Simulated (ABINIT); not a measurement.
# CdF2 (Fm-3m) in ABINIT: further runs

The runs below take CdF2 through single point, with LDA, PBE, PBEsol.

Program: ABINIT 10.8.3 (patched build). These are calculated values, not measurements. Logs are shortened: lines on timing, memory, paths and dates and some standing lists are left out, and cuts for length are marked. The log counts tension as positive stress, the text compression.

**1. The crystal as given**

It takes space group Fm-3m (No. 225, cubic). The conventional cell has a = 5.388 Å, b = 5.388 Å, c = 5.388 Å, α = 90.00°, β = 90.00°, γ = 90.00°. Cd (site symmetry m-3m) is surrounded by 8 F at 2.33 Å. Around F (site symmetry -43m) lie 4 Cd at 2.33 Å.

**2. Single point, LDA**

run.abi

```
# Pseudopotentials
pp_dirpath "./"
pseudos "Cd.LDA_PW-JTH.xml, F.LDA_PW-JTH.xml"

# Structure
acell 7.1996511916 7.1996511916 7.1996511916
rprim
     0.0000000000     0.7071067812     0.7071067812
     0.7071067812     0.0000000000     0.7071067812
     0.7071067812     0.7071067812     0.0000000000
ntypat 2
znucl 48 9
natom 3
typat 1 2 2
xred
     0.0000000000     0.0000000000     0.0000000000
     0.7500000000     0.7500000000     0.7500000000
     0.2500000000     0.2500000000     0.2500000000

# Plane-wave basis
ecut 23.0
pawecutdg 45.0

# k points
kptopt 1
ngkpt 5 5 5
nshiftk 1
shiftk 0.0 0.0 0.0

# Exchange and correlation
ixc 7

# Bands and occupations
nband 17
occopt 3
tsmear 0.05 eV

# SCF cycle
nstep 100
tolvrs 1.0e-9

# Output
iomode 3
prtwf 0
prtden 0
prteig 0
prtebands 0
enunit 1
prtvol 2
```

Potentials or basis: JTH PAW LDA v2.0.

Command:

```sh
$ abinit run.abi > log 2>&1
```

run.abo:

```text
.Version 10.8.3 of ABINIT
 Symmetries : space group Fm -3 m (#225); Bravais cF (face-center cubic)
================================================================================
 Values of the parameters that define the memory need of the present run
     intxc =       0    ionmov =       0      iscf =      17    lmnmax =      18
     lnmax =       6     mgfft =      32  mpssoang =       3    mqgrid =    3001
     natom =       3  nloc_mem =       2    nspden =       1   nspinor =       1
    nsppol =       1      nsym =      48    n1xccc =       1    ntypat =       2
    occopt =       3   xclevel =       1
       mpw =        1403          nfft =       32768          nkpt =          10
 PAW method is used; the additional fine FFT grid is defined by:
   mgfftf=        45    nfftf =     91125
================================================================================
================================================================================

--------------------------------------------------------------------------------
------------- Echo of variables that govern the present computation ------------
--------------------------------------------------------------------------------
 -outvars: echo values of preprocessed input variables --------
            acell      7.1996511916E+00  7.1996511916E+00  7.1996511916E+00 Bohr
              amu      1.12411000E+02  1.89984032E+01
             ecut      2.30000000E+01 Hartree
           enunit           1
              ixc           7
         kptrlatt        5    0    0      0    5    0      0    0    5
          kptrlen      3.59982560E+01
            natom           3
            nband          17
            ngfft          32      32      32
          ngfftdg          45      45      45
             nkpt          10
            nstep         100
             nsym          48
           ntypat           2
           occopt           3
        pawecutdg      4.50000000E+01 Hartree
           prtden           0
        prtebands           0
           prteig           0
           prtvol           2
            prtwf           0
            rprim      0.0000000000E+00  7.0710678120E-01  7.0710678120E-01
                       7.0710678120E-01  0.0000000000E+00  7.0710678120E-01
                       7.0710678120E-01  7.0710678120E-01  0.0000000000E+00
          spgroup         225
           tolvrs      1.00000000E-09
           tsmear      1.83746611E-03 Hartree
            typat      1  2  2
           useylm           1
           xangst      0.0000000000E+00  0.0000000000E+00  0.0000000000E+00
                       4.0409999973E+00  4.0409999973E+00  4.0409999973E+00
                       1.3469999991E+00  1.3469999991E+00  1.3469999991E+00
            xcart      0.0000000000E+00  0.0000000000E+00  0.0000000000E+00
                       7.6363832698E+00  7.6363832698E+00  7.6363832698E+00
                       2.5454610899E+00  2.5454610899E+00  2.5454610899E+00
             xred      0.0000000000E+00  0.0000000000E+00  0.0000000000E+00
                       7.5000000000E-01  7.5000000000E-01  7.5000000000E-01
                       2.5000000000E-01  2.5000000000E-01  2.5000000000E-01
            znucl       48.00000    9.00000

================================================================================

 chkinp: Checking input parameters for consistency.

================================================================================
== DATASET  1 ==================================================================

--- !DatasetInfo
iteration_state: {dtset: 1, }
dimensions: {natom: 3, nkpt: 10, mband: 17, nsppol: 1, nspinor: 1, nspden: 1, mpw: 1403, }
cutoff_energies: {ecut:  23.0, pawecutdg:  45.0, }
electrons: {nelect:   2.60000000E+01, charge:   0.00000000E+00, occopt:   3.00000000E+00, tsmear:   1.83746611E-03, }
meta: {optdriver: 0, ionmov: 0, optcell: 0, iscf: 17, paral_kgb: 0, }
...

 Exchange-correlation functional for the present dataset will be:
  LDA: Perdew-Wang 92 LSD fit to Ceperley-Alder data - ixc=7
  J.P.Perdew and Y.Wang, PRB 45, 13244 (1992)

 Real(R)+Recip(G) space primitive vectors, cartesian coordinates (Bohr,Bohr^-1):
 R(1)=  0.0000000  5.0909222  5.0909222  G(1)= -0.0982140  0.0982140  0.0982140
 R(2)=  5.0909222  0.0000000  5.0909222  G(2)=  0.0982140 -0.0982140  0.0982140
 R(3)=  5.0909222  5.0909222  0.0000000  G(3)=  0.0982140  0.0982140 -0.0982140
 Unit cell volume ucvol=  2.6388784E+02 bohr^3
 Angles (23,13,12)=  6.00000000E+01  6.00000000E+01  6.00000000E+01 degrees

 Coarse grid specifications (used for wave-functions):

 getcut: wavevector=  0.0000  0.0000  0.0000  ngfft=  32  32  32
[... 104 lines left out ...]
  1.69E-13 2.01E-14 7.27E-13 4.81E-13 6.59E-13 9.24E-14 1.23E-14 6.46E-12
  5.22E-14 3.65E-12 1.17E-10 1.67E-13 1.61E-12 1.36E-12 2.61E-07 5.91E-15
  2.69E-05
   0.4000  0.0000  0.0000    1  2.51271E-04 kpt; spin; max resid(k); each band:
  6.09E-15 3.70E-15 2.01E-13 1.43E-13 6.38E-15 1.25E-14 1.55E-13 3.65E-14
  4.56E-14 1.62E-14 2.25E-14 8.35E-14 9.44E-14 7.63E-14 2.13E-13 1.79E-14
  2.51E-04
   0.2000  0.2000  0.0000    1  3.20411E-05 kpt; spin; max resid(k); each band:
  9.61E-15 1.46E-14 3.28E-13 8.89E-13 7.29E-14 2.13E-13 3.99E-14 1.98E-13
  3.39E-13 4.04E-12 3.53E-12 1.08E-13 1.15E-11 1.19E-12 4.30E-08 1.71E-14
  3.20E-05
   0.4000  0.2000  0.0000    1  7.94423E-05 kpt; spin; max resid(k); each band:
[... 8 lines left out ...]
  6.55E-15 3.96E-14 4.48E-13 2.76E-13 5.03E-14 5.86E-14 6.62E-14 8.13E-14
  1.68E-13 9.71E-14 7.56E-13 2.16E-13 1.03E-12 1.23E-11 3.94E-12 1.71E-07
  1.42E-04
   0.4000  0.4000  0.0000    1  1.05129E-04 kpt; spin; max resid(k); each band:
  4.27E-14 5.67E-15 2.91E-12 6.11E-14 2.60E-13 3.33E-14 2.17E-13 1.83E-12
  4.32E-14 8.85E-14 3.42E-13 8.24E-13 3.80E-14 3.66E-11 1.51E-12 2.05E-07
  1.05E-04
  -0.4000  0.4000  0.0000    1  1.37907E-04 kpt; spin; max resid(k); each band:
  8.56E-15 8.80E-15 1.08E-12 2.28E-13 3.51E-13 1.69E-13 7.73E-13 4.49E-13
  4.58E-14 2.00E-13 3.20E-14 3.00E-14 3.71E-13 3.68E-13 2.88E-12 2.65E-12
  1.38E-04
  -0.4000  0.4000  0.2000    1  4.51299E-05 kpt; spin; max resid(k); each band:
  1.07E-13 5.24E-14 2.90E-12 6.13E-14 3.51E-12 1.55E-12 6.98E-14 1.13E-12
  7.59E-13 5.18E-13 3.37E-12 6.80E-13 2.97E-12 1.75E-10 8.54E-09 6.19E-06
  4.51E-05
 reduced coordinates (array xred) for    3 atoms
       0.000000000000      0.000000000000      0.000000000000
       0.750000000000      0.750000000000      0.750000000000
       0.250000000000      0.250000000000      0.250000000000
 rms dE/dt=  1.8552E-30; max dE/dt=  3.1554E-30; dE/dt below (all hartree)
    1       0.000000000000      0.000000000000      0.000000000000
    2       0.000000000000     -0.000000000000     -0.000000000000
    3       0.000000000000      0.000000000000     -0.000000000000

 cartesian coordinates (angstrom) at end:
    1      0.00000000000000     0.00000000000000     0.00000000000000
    2      4.04099999734839     4.04099999734839     4.04099999734839
    3      1.34699999911613     1.34699999911613     1.34699999911613

 cartesian forces (hartree/bohr) at end:
    1     -0.00000000000000    -0.00000000000000     0.00000000000000
    2      0.00000000000000    -0.00000000000000     0.00000000000000
    3     -0.00000000000000     0.00000000000000    -0.00000000000000
 frms,max,avg= 2.5768283E-31 4.8208042E-31   0.000E+00  0.000E+00  0.000E+00 h/b

 cartesian forces (eV/Angstrom) at end:
    1     -0.00000000000000    -0.00000000000000     0.00000000000000
    2      0.00000000000000    -0.00000000000000     0.00000000000000
    3     -0.00000000000000     0.00000000000000    -0.00000000000000
 frms,max,avg= 1.3250584E-29 2.4789572E-29   0.000E+00  0.000E+00  0.000E+00 e/A
 length scales=  7.199651191600  7.199651191600  7.199651191600 bohr
              =  3.809891334461  3.809891334461  3.809891334461 angstroms
 Fermi (or HOMO) energy (eV) =   2.46938   Average Vxc (eV)= -10.61061
 Eigenvalues (   eV  ) for nkpt=  10  k points:
 kpt#   1, nband= 17, wtk=  0.00800, kpt=  0.0000  0.0000  0.0000 (reduced coord)
 -19.46090  -18.28938   -4.59850   -4.59850   -4.59850   -3.31334   -3.31334   -0.00204
  -0.00204   -0.00204    0.55572    0.55572    0.55572    3.79775   13.30582   13.30582
  13.30781
 kpt#   2, nband= 17, wtk=  0.06400, kpt=  0.2000  0.0000  0.0000 (reduced coord)
 -19.33077  -18.40286   -4.45659   -4.45659   -4.17895   -3.34948   -3.34948   -0.95960
  -0.25641   -0.25641    0.13989    0.57392    0.57392    5.14987   11.87761   13.87337
  13.87844
 kpt#   3, nband= 17, wtk=  0.06400, kpt=  0.4000  0.0000  0.0000 (reduced coord)
 -19.02416  -18.67608   -4.26505   -4.26505   -3.28026   -3.28026   -3.27712   -1.81581
  -1.01703   -0.78374   -0.78374    0.63371    0.63371    7.38383   10.21955   14.93313
  14.98111
 kpt#   4, nband= 17, wtk=  0.04800, kpt=  0.2000  0.2000  0.0000 (reduced coord)
 -19.29584  -18.42768   -4.37253   -4.37253   -4.07891   -3.56345   -3.27109   -1.16080
  -0.57190   -0.57190    0.53848    0.64104    0.64104    5.40934   11.68448   13.93667
  13.94299
 kpt#   5, nband= 17, wtk=  0.19200, kpt=  0.4000  0.2000  0.0000 (reduced coord)
[... 8 lines left out ...]
 -19.15275  -18.55240   -4.29793   -4.22709   -3.65872   -3.48714   -3.26777   -1.82748
  -0.75683   -0.50966   -0.21678    0.60542    0.61172    6.59232   11.17128   13.68990
  14.72477
 kpt#   8, nband= 17, wtk=  0.04800, kpt=  0.4000  0.4000  0.0000 (reduced coord)
 -19.01239  -18.63965   -4.27815   -3.77508   -3.77508   -3.20209   -3.18247   -2.01612
  -1.75828   -1.75828    0.49056    0.88669    0.88669    8.02692   10.45829   13.47613
  14.82984
 kpt#   9, nband= 17, wtk=  0.09600, kpt= -0.4000  0.4000  0.0000 (reduced coord)
 -18.90807  -18.73377   -4.26314   -3.67621   -3.47114   -3.33800   -3.26888   -2.37733
  -1.71631   -1.48505    0.23152    0.67736    0.85925    8.74104   11.09186   12.01051
  15.00344
 kpt#  10, nband= 17, wtk=  0.19200, kpt= -0.4000  0.4000  0.2000 (reduced coord)
 -18.90855  -18.74469   -4.07972   -3.77460   -3.69555   -3.31969   -3.28219   -2.46221
  -1.46395   -0.98292   -0.15146    0.43859    0.94012    8.44562   11.06223   13.16894
  13.44789
 Total charge density [el/Bohr^3]
)     Maximum=    1.7830E+00  at reduced coord.    0.7556    0.7556    0.7556
)Next maximum=    1.7830E+00  at reduced coord.    0.7333    0.7556    0.7556
)     Minimum=    1.0844E-03  at reduced coord.    0.5111    0.4889    0.4889
)Next minimum=    1.0844E-03  at reduced coord.    0.4889    0.5111    0.4889
   Integrated=    2.6000E+01

--- !EnergyTerms
iteration_state     : {dtset: 1, }
comment             : Components of total free energy in Hartree
kinetic             :  3.19895576086649E+01
hartree             :  2.35459969411159E+01
xc                  : -9.72504923263674E+00
Ewald energy        : -7.29622688232842E+01
psp_core            :  3.55819168315121E+00
local_psp           : -7.50534419646505E+01
PAW spherical_terms :  2.15680662967367E+00
internal            : -9.64902071579657E+01
'-kT*entropy'       : -2.24321015611222E-16
total_energy        : -9.64902071579657E+01
total_energy_eV     : -2.62563229593013E+03
...

--- !EnergyTermsDC
iteration_state     : {dtset: 1, }
comment             : '"Double-counting" decomposition of free energy'
band_energy         : -4.34157550362339E+00
Ewald energy        : -7.29622688232842E+01
psp_core            :  3.55819168315121E+00
xc_dc               : -2.08002710799590E+01
PAW spherical_terms : -1.94428559472081E+00
internal            : -9.64902093184361E+01
'-kT*entropy'       : -2.24321015611222E-16
total_energy_dc     : -9.64902093184361E+01
total_energy_dc_eV  : -2.62563235471952E+03
...

--- !EnergyTermsWithPAWCore
iteration_state     : {dtset: 1, }
comment             : 'Components of total free energy, including PAW core contributions'
Total energy        : -5.78845122434108E+03
Total energy DC     : -5.78845122650155E+03
Total energy (eV)   : -1.57511782031567E+05
Total energy DC (eV): -1.57511782090356E+05
...

 Cartesian components of stress tensor (hartree/bohr^3)
  sigma(1 1)=  2.03448794E-04  sigma(3 2)=  0.00000000E+00
  sigma(2 2)=  2.03448794E-04  sigma(3 1)=  0.00000000E+00
  sigma(3 3)=  2.03448794E-04  sigma(2 1)=  0.00000000E+00

-Cartesian components of stress tensor (GPa)         [Pressure= -5.9857E+00 GPa]
- sigma(1 1)=  5.98567017E+00  sigma(3 2)=  0.00000000E+00
- sigma(2 2)=  5.98567017E+00  sigma(3 1)=  0.00000000E+00
- sigma(3 3)=  5.98567017E+00  sigma(2 1)=  0.00000000E+00

== END DATASET(S) ==============================================================
================================================================================

 -outvars: echo values of variables after computation  --------
            acell      7.1996511916E+00  7.1996511916E+00  7.1996511916E+00 Bohr
           etotal     -9.6490209318E+01
            fcart     -1.3773726424E-31 -1.3773726424E-31  1.3773726424E-31
                       4.8208042485E-31 -1.3773726424E-31  1.3773726424E-31
                      -3.4434316061E-31  2.7547452849E-31 -2.7547452849E-31
            rprim      0.0000000000E+00  7.0710678120E-01  7.0710678120E-01
                       7.0710678120E-01  0.0000000000E+00  7.0710678120E-01
                       7.0710678120E-01  7.0710678120E-01  0.0000000000E+00
           strten      2.0344879384E-04  2.0344879384E-04  2.0344879384E-04
                       0.0000000000E+00  0.0000000000E+00  0.0000000000E+00
           xangst      0.0000000000E+00  0.0000000000E+00  0.0000000000E+00
                       4.0409999973E+00  4.0409999973E+00  4.0409999973E+00
                       1.3469999991E+00  1.3469999991E+00  1.3469999991E+00
             xred      0.0000000000E+00  0.0000000000E+00  0.0000000000E+00
                       7.5000000000E-01  7.5000000000E-01  7.5000000000E-01
                       2.5000000000E-01  2.5000000000E-01  2.5000000000E-01
 Calculation completed.
```

Wall time 9.7 s (1 thread of Arm Neoverse V1, shared host); peak memory 0.1 GiB.

Results:

```
Free energy                                           : -2625.6324 eV
Pressure                                              : -6.0 GPa
Band gap on the k mesh                                : 2.86 eV, indirect (least direct gap 3.24 eV)
Valence electrons inside the program's atomic spheres : Cd 10.28; F 5.63
```

Levels at points of the mesh, in eV from the valence-band top:
| k point | band 9 | band 10 | band 11 | band 12 | band 13 | band 14 | band 15 | band 16 | band 17 |
| --- | --- | --- | --- | --- | --- | --- | --- | --- | --- |
| (0.00, 0.00, 0.00) | -0.94 | -0.94 | -0.38 | -0.38 | -0.38 | 2.86 | 12.37 | 12.37 | 12.37 |

Caveat: an odd mesh through Γ misses points on the zone boundary, where band edges often lie.

(Continued in part 2 of 2.)
